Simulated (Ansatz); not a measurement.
input.yaml

```yaml
crystal:
  lattice:
    - [0.0, 2.7544736754, 2.7544736754]
    - [2.7544736754, 0.0, 2.7544736754]
    - [2.7544736754, 2.7544736754, 0.0]
  atoms:
    - { symbol: Mg, position: [0.0, 0.0, 0.0] }
    - { symbol: Se, position: [0.5, 0.5, 0.5] }
basis:
  ecutwfc: 420
kpoints:
  mp_grid: { grid: [8, 8, 8] }
hamiltonian:
  xc: pbesol
scf:
  occupations: { method: gaussian, width: 0.02 }
output:
  forces: true
  stress: true
  eigenvalues: true
relax:
  adjacent_minimum: "off"
  f_tol: 0.005
  max_steps: 50
  cell: { stress_tol: 0.05 }
```

Run as
```bash
ansatz run input.yaml --threads 1 --pin off --max-ram 2560MiB --backend cpu --events-out ev --progress --plain --runs-dir out
```

Method: DFT PBEsol, scalar-relativistic, plane waves, PAW (Ansatz).

From the run's log, abridged:

```
Pseudopotentials: kind: paw
Pseudopotential: Mg, paw, valence charge 10, recommended cutoff 420 eV (normal)
Pseudopotential: Se, paw, valence charge 16, recommended cutoff 420 eV (normal)
Functional definition: PBEsol
Crystal: 2 atoms, lattice volume = 41.797 Å³
Basis set: ecut = 420 eV, 869 PW (Γ), exchange–correlation on 54×54×54 points (8 copies of the dense FFT grid, shifted against one another)
Bands: 17, of which v1, the nominal top of the filled ones, is band 13 counted from 1 (12 counted from 0)
Symmetry: 48 space group operations
Space group: Fm-3m (ITA 225), of the structure as read, at distance tolerance 3.5e-5 Å
k-points: 29 of 512
Initial density: superposition of atomic densities (neutral atoms: chi_scale 0, normalization atom), corrected by the library's trained network
Initial wavefunctions: pseudopotential atomic-orbital guess
Functional: x = pbesol(κ = 0.804, μ = 0.12345679), c = pbesol(β = 0.046)
SCF iter   1: F=—  HF=-7338.776945 eV  |F-HF|=—  |Δ(HF+E_count)|=         —  Δρ=2.48e-3  dr2=3.36e-3  ethr=1.77e-3  ⟨swp⟩=6.0  Hψ=2380  notcnv=0
SCF iter   2: F=—  HF=-7338.775443 eV  |F-HF|=—  |Δ(HF+E_count)|=   1.50e-3  Δρ=1.01e-3  dr2=3.03e-4  ethr=1.29e-5  ⟨swp⟩=2.3  Hψ=1019  notcnv=0
SCF iter   3: F=—  HF=-7338.775434 eV  |F-HF|=—  |Δ(HF+E_count)|=   8.70e-6  Δρ=3.02e-4  dr2=2.02e-5  ethr=1.16e-6  ⟨swp⟩=2.4  Hψ=766  notcnv=0
SCF iter   4: F=—  HF=-7338.775441 eV  |F-HF|=—  |Δ(HF+E_count)|=   6.99e-6  Δρ=6.03e-5  dr2=7.71e-7  ethr=7.79e-8  ⟨swp⟩=1.0  Hψ=494  notcnv=0
SCF iter   5: F=-7338.775442 eV  HF=-7338.775442 eV  |F-HF|=1.47e-9  |Δ(HF+E_count)|=   3.18e-7  Δρ=2.64e-6  dr2=3.60e-9  ethr=2.97e-9  ⟨swp⟩=1.4  Hψ=535  notcnv=0
SCF iter   6: F=-7338.775442 eV  HF=-7338.775442 eV  |F-HF|=5.40e-10  |Δ(HF+E_count)|=  4.26e-10  Δρ=1.14e-6  dr2=6.55e-10  ethr=1.38e-11  ⟨swp⟩=2.0  Hψ=1710  notcnv=0
SCF 1 converged in 6 iterations: F = -7338.775442 eV  dr2 = 6.55e-10
relax step   1: F+E_penalty+E_count = -7338.77544159 eV  Δ(F+E_penalty+E_count) = +0.000e0 eV  max|allowed force component| = 4.865e-30 eV/Å  Δτ_max = 0.0000 Å  P = -1.965 GPa  Ω = 41.797 Å³  (6 SCF iters, dr2 threshold 1.00e-7 eV, accepted)
Crystal: 2 atoms, lattice volume = 40.075 Å³
Basis set: ecut = 420 eV, 749 PW (Γ), exchange–correlation on 54×54×54 points (8 copies of the dense FFT grid, shifted against one another)
Initial density: handed on by an earlier stage of this run
Initial wavefunctions: those handed on with the density
SCF iter   1: F=—  HF=-7338.783697 eV  |F-HF|=—  |Δ(HF+E_count)|=         —  Δρ=1.38e-3  dr2=1.01e-3  ethr=3.89e-6  ⟨swp⟩=1.4  Hψ=3024  notcnv=0
SCF iter   2: F=—  HF=-7338.783231 eV  |F-HF|=—  |Δ(HF+E_count)|=   4.66e-4  Δρ=6.36e-4  dr2=1.42e-4  ethr=3.87e-6  ⟨swp⟩=2.0  Hψ=812  notcnv=0
SCF iter   3: F=—  HF=-7338.783202 eV  |F-HF|=—  |Δ(HF+E_count)|=   2.87e-5  Δρ=1.97e-4  dr2=1.02e-5  ethr=5.45e-7  ⟨swp⟩=3.0  Hψ=837  notcnv=0
SCF iter   4: F=—  HF=-7338.783201 eV  |F-HF|=—  |Δ(HF+E_count)|=   1.24e-6  Δρ=3.36e-5  dr2=4.81e-7  ethr=3.92e-8  ⟨swp⟩=2.0  Hψ=841  notcnv=0
SCF iter   5: F=-7338.783201 eV  HF=-7338.783201 eV  |F-HF|=7.56e-9  |Δ(HF+E_count)|=   7.01e-8  Δρ=8.00e-6  dr2=1.30e-8  ethr=7.69e-10  ⟨swp⟩=5.0  Hψ=2188  notcnv=0
SCF 2 converged in 5 iterations: F = -7338.783201 eV  dr2 = 1.30e-8
relax step   2: F+E_penalty+E_count = -7338.78320113 eV  Δ(F+E_penalty+E_count) = -7.760e-3 eV  max|allowed force component| = 2.794e-31 eV/Å  Δτ_max = 0.0000 Å  P = +0.635 GPa  Ω = 40.075 Å³  energy of the carried Pulay correction = +1.104e-4 eV  (5 SCF iters, dr2 threshold 2.00e-7 eV, accepted)
Crystal: 2 atoms, lattice volume = 40.483 Å³
SCF iter   1: F=—  HF=-7338.783959 eV  |F-HF|=—  |Δ(HF+E_count)|=         —  Δρ=3.31e-4  dr2=5.96e-5  ethr=2.22e-7  ⟨swp⟩=2.0  Hψ=2977  notcnv=0
SCF iter   2: F=—  HF=-7338.783936 eV  |F-HF|=—  |Δ(HF+E_count)|=   2.36e-5  Δρ=1.54e-4  dr2=8.54e-6  ethr=2.22e-7  ⟨swp⟩=2.0  Hψ=696  notcnv=0
SCF iter   3: F=—  HF=-7338.783934 eV  |F-HF|=—  |Δ(HF+E_count)|=   1.82e-6  Δρ=4.71e-5  dr2=6.06e-7  ethr=3.28e-8  ⟨swp⟩=3.0  Hψ=841  notcnv=0
SCF iter   4: F=-7338.783934 eV  HF=-7338.783934 eV  |F-HF|=1.78e-8  |Δ(HF+E_count)|=   9.11e-8  Δρ=7.99e-6  dr2=2.82e-8  ethr=7.69e-10  ⟨swp⟩=5.6  Hψ=2235  notcnv=0
SCF 3 converged in 4 iterations: F = -7338.783934 eV  dr2 = 2.82e-8
relax step   3: F+E_penalty+E_count = -7338.78393399 eV  Δ(F+E_penalty+E_count) = -7.329e-4 eV  max|allowed force component| = 3.533e-31 eV/Å  Δτ_max = 0.0000 Å  P = -0.032 GPa  Ω = 40.483 Å³  energy of the carried Pulay correction = +8.384e-5 eV  (4 SCF iters, dr2 threshold 2.00e-7 eV, accepted)
Initial wavefunctions: pseudopotential atomic-orbital guess (no wavefunctions were taken with the density)
SCF iter   1: F=—  HF=-7338.783844 eV  |F-HF|=—  |Δ(HF+E_count)|=         —  Δρ=1.74e-5  dr2=4.30e-8  ethr=3.78e-7  ⟨swp⟩=3.0  Hψ=3556  notcnv=0
SCF iter   2: F=—  HF=-7338.783846 eV  |F-HF|=—  |Δ(HF+E_count)|=   2.21e-6  Δρ=8.68e-6  dr2=5.68e-9  ethr=1.66e-10  ⟨swp⟩=2.2  Hψ=871  notcnv=0
SCF iter   3: F=—  HF=-7338.783846 eV  |F-HF|=—  |Δ(HF+E_count)|=   1.48e-8  Δρ=1.70e-6  dr2=2.40e-10  ethr=2.18e-11  ⟨swp⟩=2.9  Hψ=859  notcnv=0
SCF iter   4: F=-7338.783846 eV  HF=-7338.783846 eV  |F-HF|=0.00e0  |Δ(HF+E_count)|=  6.75e-10  Δρ=1.95e-7  dr2=5.97e-12  ethr=1.00e-12  ⟨swp⟩=5.8  Hψ=2153  notcnv=0
SCF 4 converged in 4 iterations: F = -7338.783846 eV  dr2 = 5.97e-12
SCF converged after 4 iterations
Free energy (F): -7338.783846 eV
Harris-Foulkes:  -7338.783846 eV  (|F-HF|=0.00e0)
Internal energy: -7338.783846 eV  (E = F + TS)
E sigma→0 (E₀):  -7338.783846 eV
Fermi energy:    8.565814 eV
--- Per-component energies (eV) ---
  E_band       = -701.547250
  E_kinetic    = 196.921688
  E_local      = -3825.182739  (includes V_loc(G=0)·N_el)
  E_nonlocal   = -497.752226
  E_hartree    = 1685.136029
  E_xc         = -133.555611
  E_vxc        = -137.352505  (∫ρ·V_xc dr)
  E_paw        = -2148.764550  (= ΣΔE_a)
  E_vpaw       = 191.547172  (= ΣTr[D̂ρ^β])
  E_aug_tail   = -0.000610  (compensation charges beyond the density's cutoff)
  E_ewald      = -2616.653139
  E_core_change = 1.067313  (= ΣΔE_core)
  E_smearing   =  0.000000  (= −TS)
--- Forces (eV/Å), atoms counted from 1 ---
  atom   1  Mg     0.00000000     0.00000000     0.00000000
  atom   2  Se     0.00000000     0.00000000     0.00000000
--- Stress (GPa, compression-positive) ---
       -0.031092       0.000000       0.000000
        0.000000      -0.031092       0.000000
        0.000000       0.000000      -0.031092
  P = ⅓ Tr σ = -0.0311 GPa (-0.311 kbar)
--- Band table (eV; the first three rows and the last of 29) ---
  k-point 0: bands = ["-67.2568", "-38.5872", "-38.5872", "-38.5807", "-38.5807", "-38.5807", "-34.1971", "-34.1971", "-34.1971", "-5.2958", "7.6783", "7.6783", "7.6783", "10.1789", "15.0332", "15.0332", "15.0332"]
  k-point 1: bands = ["-67.2567", "-38.5872", "-38.5872", "-38.5807", "-38.5807", "-38.5807", "-34.1976", "-34.1971", "-34.1971", "-5.1618", "6.4399", "7.5762", "7.5762", "11.1570", "14.7015", "15.2623", "15.2623"]
  k-point 2: bands = ["-67.2567", "-38.5873", "-38.5873", "-38.5807", "-38.5806", "-38.5806", "-34.1989", "-34.1971", "-34.1971", "-4.8027", "4.6343", "7.3555", "7.3555", "11.7040", "14.7125", "14.7125", "15.3830"]
  k-point 28: bands = ["-67.2566", "-38.5873", "-38.5872", "-38.5805", "-38.5805", "-38.5801", "-34.1994", "-34.1994", "-34.1983", "-3.8096", "4.3269", "4.3269", "5.1075", "12.2107", "14.6092", "15.1635", "15.1635"]
--- Relaxed structure (3 steps of the walk, 3 accepted, 1 SCFs on fresh bases) ---
  F+E_penalty+E_count = -7338.78384603 eV   max|allowed force component| = 1.561e-31 eV/Å   (the final SCF, on the basis selected at the relaxed cell)
  cell:  # Å, volume = 40.4829 Å³
    - [0.0, 2.72529661, 2.72529661]
    - [2.72529661, 0.0, 2.72529661]
    - [2.72529661, 2.72529661, 0.0]
  atoms:
    - { symbol: Mg, position: [0.0, 0.0, 0.0] }
    - { symbol: Se, position: [0.5, 0.5, 0.5] }
```

The relaxation met its thresholds.

It took 4.7 s on 1 thread of Arm Neoverse V2, with other jobs on the host, peak memory 0.3 GiB.